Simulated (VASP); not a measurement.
Crystal: As.

```
CELL_PARAMETERS angstrom
1.82500 -5.50000 0.00000
1.82500 5.50000 0.00000
0.00000 0.00000 4.47000
ATOMIC_POSITIONS crystal
As 0.11000 0.89000 0.06000
As 0.61000 0.39000 0.44000
As 0.89000 0.11000 0.94000
As 0.39000 0.61000 0.56000
```

This isn't the form of As at room conditions, which is rhombohedral.

- Program: VASP 6.6.1
- Task: relaxation of cell and atoms
- Functional: PBE
- Potentials or basis: VASP PAW PBE potentials, release 64 (As)
- Cutoff: 520 eV
- k mesh: 10 × 10 × 8
- Occupations: gaussian, width 0.1 eV
- Spin: no spin polarisation

At the start: pressure 3.3 GPa; volume 22.43 Å³/atom.

Where does the relaxation end?

Over 16 steps the energy falls by 16.9 meV/atom and the volume is 24.81 Å³/atom (+10.6 %); space group Cmce (No. 64, to 0.05 Å).

The path:
| step | energy change (eV) | largest force (eV/Å) | pressure (GPa) | volume (Å³) |
| --- | --- | --- | --- | --- |
| 1 | 0.0000 | 0.1668 | 3.31 | 89.74 |
| 2 | -0.0296 | 0.4154 | -1.50 | 95.88 |
| 3 | -0.0419 | 0.2410 | 0.06 | 93.64 |
| 4 | -0.0511 | 0.1453 | 0.10 | 94.29 |
| 5 | -0.0548 | 0.0670 | 0.14 | 95.04 |
| 6 | -0.0575 | 0.0367 | 0.09 | 95.54 |
| 7 | -0.0603 | 0.0881 | 0.00 | 96.56 |
| 8 | -0.0619 | 0.0738 | 0.00 | 96.79 |
| 9 | -0.0654 | 0.0343 | 0.01 | 97.48 |
| 10 | -0.0665 | 0.0671 | 0.07 | 98.84 |
| 11 | -0.0670 | 0.0385 | 0.05 | 98.34 |
| 12 | -0.0674 | 0.0229 | 0.04 | 98.65 |
| 13 | -0.0676 | 0.0141 | 0.04 | 98.97 |
| 14 | -0.0676 | 0.0157 | 0.04 | 99.07 |
| 15 | -0.0677 | 0.0103 | 0.02 | 99.14 |
| 16 | -0.0677 | 0.0050 | -0.01 | 99.23 |

Final structure:
```yaml
crystal:
  lattice:
    - [1.85276, -5.71537, 0.00000]
    - [1.85276, 5.71537, 0.00000]
    - [0.00000, 0.00000, 4.68531]
  atoms:
    - { symbol: As, position: [0.10598, 0.89402, 0.06872] }
    - { symbol: As, position: [0.60598, 0.39402, 0.43128] }
    - { symbol: As, position: [0.89402, 0.10598, 0.93128] }
    - { symbol: As, position: [0.39402, 0.60598, 0.56872] }
```

Caveat: the volume moved by +11 % from the deposited cell, more than functionals usually miss.
